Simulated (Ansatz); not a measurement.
The system is CuO.

```
Cu O
1.0
     2.30558   -1.72961    0.07281
     2.31576    1.74354    0.04815
    -0.70809   -0.03897    5.12907
Cu O
2 2
Direct
  0.01425 0.47965 0.06043
  0.47088 0.15407 0.47412
  0.56927 0.29603 0.26394
  0.44560 0.57025 0.70150
```

The cell isn't the ideal one: all atoms moved at random, sigma 0.25 Å a component, cell strained at random, sigma 0.03.

Base run:

```yaml
Program: Ansatz 0.2.0
Functional: PBE
Potentials_or_basis: Ansatz PAW
Cutoff: "420 eV (not typed: the program's choice for these potentials)"
k_mesh: 10 × 10 × 5
Occupations: fermi-dirac, width 0.05 eV
Spin: no spin polarisation
Hubbard_terms: Cu d U = 3 eV
```

Its results: band gap on the k mesh none (metal or under the smearing width); pressure 98.6 GPa; largest force 42.448 eV/Å.

**Question.** After a change of settings the same cell gave: band gap on the k mesh none (metal or under the smearing width); pressure 98.1 GPa; largest force 42.306 eV/Å. Which change was it?
A. hubbard terms from Cu d U = 3 eV to Cu d U = 2 eV
B. hubbard terms from Cu d U = 3 eV to Cu d U = 5 eV
C. hubbard terms from Cu d U = 3 eV to none; hubbard projectors from ortho-atomic (the default) to none

**Answer.** A.

Caveats: the cell as given lies far from equilibrium; the run has no spin polarisation, though such a crystal can be magnetic; U without spin polarisation on a metal has little footing; forces of over 1 eV/Å show positions far from the minimum, so gaps and moduli don't describe the material at rest.
